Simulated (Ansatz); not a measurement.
Take BeO in the wurtzite structure (space group P6_3mc, No. 186; a = 2.7117 Å, c = 4.4043 Å) as the base.

Level of theory: DFT with PBE, PAW potentials and a 420 eV plane-wave cutoff in Ansatz (an electronic-structure program), without spin-orbit coupling, earlier PAW set.

One change was made to it. Results:

The volume per atom drops by 0.05 Å³ (7.01 Å³ → 6.96 Å³); the band gap goes up by 0.07 eV to 7.53 eV; the electron mass changes from 0.53 mₑ along c, 0.60 mₑ across (at Γ) to 0.54 mₑ along c, 0.61 mₑ across (at Γ); the gap character is still direct at Γ.

Problem. Which of these changes matches the shifts?
(A) pressure 3 GPa
(B) pressure 1.5 GPa
(C) pressure 7.5 GPa

Solution. B, pressure 1.5 GPa. For comparison, the band gap in the other runs: pressure 7.5 GPa gives 7.81 eV; pressure 3 GPa gives 7.60 eV.

Load acts through the strain it causes; cell and atoms are relaxed under it. Effective masses come from finite differences of ±0.01 Å⁻¹. Whether these cells are dynamically stable was not tested. Competing high-pressure phases were not computed.
